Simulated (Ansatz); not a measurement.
GeTe: biaxial strain −3.17 %, plane normal [001], relaxed out of plane

Consider GeTe (space group R3m, No. 160).

```yaml
crystal:
  lattice:
    - [2.11331, 1.22012, 3.63992]
    - [-2.11331, 1.22012, 3.63992]
    - [0.00000, -2.44024, 3.63992]
  atoms:
    - { symbol: Ge, position: [0.23423, 0.23423, 0.23423] }
    - { symbol: Te, position: [0.76577, 0.76577, 0.76577] }
```

Cartesian axes are those of the cell as printed.

It is then changed as follows: compressive biaxial strain of 3.17 % in the plane normal to [001], as in epitaxy on a mismatched substrate; the out-of-plane cell vector and the atoms relax.

Level of theory: Kohn–Sham DFT with the PBE functional, run in Ansatz (a first-principles code) with PAW and 420 eV plane waves, no SOC. Settings: 10×10×10 k-points, 0.05 eV Fermi–Dirac smearing.

* **Volume per atom**: 27.40 Å³ (base 28.16 Å³)
* **Space group**: R3m (No. 160) (base R3m (No. 160))
* **Shortest interatomic distance**: 2.807 Å (base 2.852 Å)
* **Energy relative to the base (free energy F)**: +16 meV/atom
* **Pressure (mean of the normal stresses, compression positive)**: 1.92 GPa (base 0.00 GPa)
* **Band gap**: 0.18 eV (uncertain: the edges found look like a band crossing or inverted bands; both cells) (base 0.62 eV)
* **Out-of-plane strain**: +3.78 %
* **Ratio −ε⊥/ε∥**: 1.19
* **Mean in-plane stress (compression positive)**: +2.9 GPa

With Te present, leaving out spin-orbit coupling can change the band edges. Whether these cells are dynamically stable was not tested. A zero or small gap of GeTe under biaxial strain −3.17 %, plane normal [001], relaxed out of plane can be the functional's error rather than a property of the material.
